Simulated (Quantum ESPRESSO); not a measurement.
## As: equation of state with r2SCAN

Crystal: As.

```
As
1.0
     1.88080    1.08588    3.51406
    -1.88080    1.08588    3.51406
     0.00000   -2.17176    3.51406
As
2
Direct
  0.22600 0.22600 0.22600
  0.77400 0.77400 0.77400
```

- Program: Quantum ESPRESSO 7.5
- Task: equation of state
- Functional: r2SCAN
- Potentials or basis: SG15 PBE 1.2
- Cutoff: 952 eV
- Density cutoff: 3810 eV
- k mesh: 7 × 7 × 7
- Occupations: fermi-dirac, width 0.05 eV
- Spin: no spin polarisation
- Symmetry: off
- Mixing beta: 0.5
- Most SCF iterations: 120
- SCF threshold: 1e-08 Ry

```json
{
  "Equilibrium volume": "22.53 Å³/atom",
  "Bulk modulus at fixed shape and positions": "72 GPa",
  "Pressure derivative of the bulk modulus": "4.2"
}
```

Energy against volume, from the lowest point:
```tsv
volume (Å³/atom)	energy (meV/atom)
20.239	62.61
20.669	39.71
21.100	22.52
21.530	10.50
21.961	3.14
22.392	0.00
22.822	0.67
```

All runs of the series together: 21 min on 2 threads of Intel(R) Xeon(R) Platinum 8259CL CPU @ 2.50GHz (Skylake/Cascade Lake) (shared host).

Caveat: the potentials were made for another functional, which shifts forces and pressure; the cell was scaled at fixed shape and fractional positions, which overstates the stiffness of a crystal with free parameters, most of all of layers and chains.
